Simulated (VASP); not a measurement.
**ZnSe (F-43m): a series in uniaxial stress along [111]**

Strain engineering needs slopes: what does uniaxial stress along [111] do to the lattice and the band edges of ZnSe?

Method: LDA; plane waves and PAW (Zn, Se), in the first sound run; inputs show where later runs differ, in VASP 6.6.1.

Most raw output is cut from this account.

### 1. Starting point

It takes space group F-43m (No. 216, cubic). The conventional cell has a = 5.668 Å, b = 5.668 Å, c = 5.668 Å, α = 90.00°, β = 90.00°, γ = 90.00°. Nearest to Zn lie 4 Se at 2.45 Å. Se has 4 Zn at 2.45 Å nearest. Farther neighbours and most contacts between anions are not listed.

### 2. Relax the crystal, LDA

The series starts from the cell that this level prefers, so that zero strain is near zero stress.

This step took 2 runs in a row; the last is shown.

Level: LDA; plane waves and PAW (Zn, Se).

Input file INCAR:

```
SYSTEM = ZnSe
PREC = Accurate
ENCUT = 450
EDIFF = 1E-07
NELM = 120
ISMEAR = 0
SIGMA = 0.02
LREAL = .FALSE.
ALGO = Normal
GGA = CA
NBANDS = 15
LASPH = .TRUE.
LORBIT = 11
LWAVE = .FALSE.
LCHARG = .FALSE.
KPAR = 16
IBRION = 2
NSW = 40
ISIF = 3
EDIFFG = -0.005
POTIM = 0.4
```

Input file POSCAR:

```
ZnSe
1.0
    0.0000000000      2.7878715480      2.7878715480
    2.7878715480      0.0000000000      2.7878715480
    2.7878715480      2.7878715480      0.0000000000
Zn Se
1 1
Direct
    0.0000000000      0.0000000000      0.0000000000
    0.2500000000      0.2500000000      0.2500000000
```

Input file KPOINTS:

```
Automatic mesh
0
Gamma
9 9 9
0 0 0
```

PAW data sets: Zn and Se (LDA family, release 64).

Started as:

```console
$ mpirun -np 16 vasp_std
```

Elapsed: 4.6 s, on 16 MPI ranks of Intel Xeon 6975P-C (Granite Rapids), shared host; peak memory 2.5 GiB; 42 s of CPU time.

Numbers from this step:

| Quantity | Value |
| --- | --- |
| energy(sigma→0) of the program | -7.3722 eV |
| stress, compression positive | 0.00 along [111], 0.00 across it (mean), GPa |
| volume | 43.309 Å³ |
| ionic steps | 2 |

### 3. Strain across the axis, LDA

One member in full: the axis is strained by 1.5 %, and the two directions across it are strained alike until their mean stress is under 0.012 GPa or five steps are spent.

This step took 3 runs, each at a new trial strain with the atoms of the one before; the last is shown.

Level: LDA; plane waves and PAW (Zn, Se); cell typed or built by script.

INCAR: that of step 2 with these lines changed.

```diff
@@ -15,7 +15,7 @@
 LCHARG = .FALSE.
-KPAR = 16
-IBRION = 2
-NSW = 40
-ISIF = 3
-EDIFFG = -0.005
-POTIM = 0.4
+KPAR = 4
+IBRION = 1
+NSW = 25
+ISIF = 2
+EDIFFG = -0.004
+POTIM = 0.3
```

Input file POSCAR:

```
ZnSe
1.0
    0.0346684690      2.8117793150      2.8117793150
    2.8117793150      0.0346684690      2.8117793150
    2.8117793150      2.8117793150      0.0346684690
Zn Se
1 1
Direct
    0.0011332225      0.0011332225      0.0011332225
    0.2488667775      0.2488667775      0.2488667775
```

KPOINTS is that of step 2.

Started as:

```console
$ mpirun -np 4 vasp_std
```

The job ended after 11 s (4 MPI ranks; peak memory 0.63 GiB).

This run gave:

* energy(sigma→0) of the program: -7.3691 eV
* stress, compression positive: -1.60 along [111], 0.00 across it (mean), GPa
* ionic steps: 3

### 4. Band edges, HSE06

Short lines in KPOINTS_OPT sample the zone centre along and across the axis, for masses, and the other valleys.

Level: HSE06; plane waves and PAW (Zn, Se); cell typed or built by script.

Input file INCAR:

```
SYSTEM = ZnSe
PREC = Accurate
ENCUT = 450
EDIFF = 1E-06
NELM = 100
ISMEAR = 0
SIGMA = 0.02
LREAL = .FALSE.
ALGO = Normal
LHFCALC = .TRUE.
AEXX = 0.25
GGA = PE
HFSCREEN = 0.2
LASPH = .TRUE.
NBANDS = 14
PRECFOCK = Fast
LWAVE = .FALSE.
LCHARG = .FALSE.
KPAR = 4
```

Input file POSCAR:

```
ZnSe
1.0
    0.0346684690      2.8117793150      2.8117793150
    2.8117793150      0.0346684690      2.8117793150
    2.8117793150      2.8117793150      0.0346684690
Zn Se
1 1
Direct
    0.0010687748      0.0010687748      0.0010687748
    0.2489312252      0.2489312252      0.2489312252
```

Input file KPOINTS:

```
Automatic mesh
0
Gamma
5 5 5
0 0 0
```

Input file KPOINTS_OPT:

```
Line mode
6
Line-mode
Reciprocal
  0.00000000   0.00000000   0.00000000
  0.02599620   0.02599620   0.02599620

  0.00000000   0.00000000   0.00000000
 -0.01562674   0.01562674  -0.00000000

  0.31000000   0.31000000   0.00000000
  0.50000000   0.50000000   0.00000000

  0.00000000   0.31000000   0.31000000
  0.00000000   0.50000000   0.50000000

  0.45000000   0.45000000   0.45000000
  0.50000000   0.50000000   0.50000000

  0.45000000   0.00000000   0.00000000
  0.50000000   0.00000000   0.00000000

  0.42500000   0.42500000   0.00000000
  0.42527588   0.44737543   0.02237543

  0.50000000   0.50000000   0.50000000
  0.48437326   0.51562674   0.50000000
```

Started as:

```console
$ mpirun -np 4 vasp_std
```

Wall time 4.1 min (4 MPI ranks); peak memory 1.1 GiB; 11 min of CPU time.

Numbers from this step:

* energy(sigma→0) of the program: -7.4107 eV

### 5. The whole series

Hybrid runs start from orbitals of a short LDA run, not shown.

Runs beyond LDA use the data sets made with LDA; this shifts their levels slightly, and their total energies have another zero.

The other members went through these steps as far as the tables show, with the same cutoff and, step by step, the same mesh; 42 runs are not shown. The session took 2.8 core hours (wall time by ranks) on a shared machine.

| strain along the axis (%) | strain across the axis (%) | stress along the axis, tension positive (GPa) | energy above the unstrained row (meV/atom) | gap on the mesh, LDA (eV) |
| --- | --- | --- | --- | --- |
| -2.000 | 0.524 | -2.137 | 3.020 | 1.204 |
| -1.500 | 0.389 | -1.607 | 1.719 | 1.223 |
| -1.000 | 0.259 | -1.055 | 0.791 | 1.239 |
| -0.500 | 0.131 | -0.520 | 0.209 | 1.256 |
| 0 | 0.000 | -0.004 | 0.000 | 1.274 |
| 0.500 | -0.120 | 0.536 | 0.144 | 1.249 |
| 1.000 | -0.244 | 1.055 | 0.658 | 1.223 |
| 1.500 | -0.366 | 1.603 | 1.515 | 1.197 |
| 2.000 | -0.481 | 2.138 | 2.738 | 1.168 |

Slopes at zero strain, from cubics through all rows: strain ratio -0.251, stress over strain 106 GPa.

Band edges at HSE06, counted from the valence-band top at Γ, with one row partly withheld:

| strain along the axis (%) | gap (eV) | conduction band at Γ (eV) | Δ or X valley along z (eV) | Δ or X valley along x (eV) | lowest conduction level at L, [111] (eV) | lowest conduction level at L, [-111] (eV) | second valence level below the top (eV) | third valence level below the top (eV) |
| --- | --- | --- | --- | --- | --- | --- | --- | --- |
| -2.000 | 2.581 | 2.581 | 3.609 | 3.609 | 3.481 | 3.759 | 0.162 | 0.162 |
| -1.500 | 2.602 | 2.602 | 3.653 | 3.653 | 3.555 | 3.763 | 0.122 | 0.122 |
| -1.000 | 2.620 | 2.620 | 3.694 | 3.694 | 3.628 | 3.767 | 0.083 | 0.083 |
| -0.500 | 2.638 | 2.638 | 3.732 | 3.732 | ? | 3.772 | 0.043 | 0.043 |
| 0 | 2.656 | 2.656 | 3.768 | 3.768 | 3.778 | 3.778 | 0.000 | 0.000 |
| 0.500 | 2.630 | 2.630 | 3.759 | 3.759 | 3.810 | 3.742 | 0.000 | 0.041 |
| 1.000 | 2.601 | 2.602 | 3.746 | 3.746 | 3.842 | 3.705 | 0.000 | 0.084 |
| 1.500 | 2.572 | 2.572 | 3.730 | 3.730 | 3.873 | 3.670 | 0.000 | 0.125 |
| 2.000 | 2.540 | 2.541 | 3.712 | 3.712 | 3.903 | 3.634 | 0.000 | 0.167 |

Conduction masses, in electron masses:

| strain along the axis (%) | conduction mass at Γ, along the strain axis or the normal of the plane | conduction mass at Γ, across the strain axis or in the plane |
| --- | --- | --- |
| -2.000 | 0.149 | 0.134 |
| -1.500 | 0.146 | 0.136 |
| -1.000 | 0.144 | 0.136 |
| -0.500 | 0.141 | 0.137 |
| 0 | 0.138 | 0.139 |
| 0.500 | 0.136 | 0.140 |
| 1.000 | 0.133 | 0.139 |
| 1.500 | 0.130 | 0.141 |
| 2.000 | 0.128 | 0.142 |

### 6. Working out the slope

The quantity to fit is the splitting of the lowest conduction levels at the L points ([111] less [-111]) at HSE06: -0.278, -0.208, -0.139, 0.000, 0.068, 0.137, 0.203, 0.269 eV in the rows shown.

Fitting a parabola to the 8 known rows (d: strain along the axis less the strain across it, in %) gives E = − 3.07e-4 d² + 0.1095 d − 7.70e-6 in eV; the residuals are 5.9e-4 eV r.m.s.

At d = -0.6310 this predicts -0.0692 eV.

### 7. Prediction against calculation

The calculation gives -0.0702 eV, so the prediction is 0.0010 eV too high, within twice the residual of the fit.

The splitting is Ξu times 8/9 of d, with d as a fraction, so the linear term gives Ξu = 12.3 eV.

### 8. Summary of results

```yaml
poisson_ratio: 0.251
young_s_modulus_along_the_axis: 106 GPa
gap_of_the_unstrained_cell_hse06: 2.66 eV
shear_deformation_potential_u_of_the_lowest_conduction_levels_at_l: 12.3 eV
error_of_the_predicted_row: 1.0 meV
```

As a check, the curvature of the energy gives 107 GPa for the same modulus (energy per volume = E/2 × strain²), 1 % from the slope of the stress. At HSE06 the lowest conduction valley is Γ throughout, and the gap runs between 2.54 and 2.66 eV. Hole masses are left out throughout, since the top bands are degenerate or cross in many series; of conduction masses, those of the Γ, L and (for Si and Ge under (001) strain) Δ valleys are kept where they change by under an eighth between rows. HSE06 ran on a coarser mesh than the semilocal levels. Spin-orbit coupling is left out at HSE06, so the valence splittings there lack it. Δ or X levels are the lowest on their line, refined by a parabola unless they lie at X; the gap is read from all points sampled and can differ from the lowest valley by some meV, or by tens of meV where strain moves the valence top off Γ. Temperature, zero-point motion and excitons are left out.

[Lines on the potential files, build, host, timing and source positions are cut from VASP's logs without a mark.]

[Logs are printed without paths, hosts, clocks, repeated set-up lines and the standing remarks that a program may print on its own settings, such as how far it seeks lower states.]

[Hosts, paths, dates, database ids (printed as entryN), source tags and the programs' standing remarks are cut or masked in the printed files.]

[In band tables of VASP the shares of atoms and orbitals are scaled to a sum of 1 inside the atoms' spheres.]
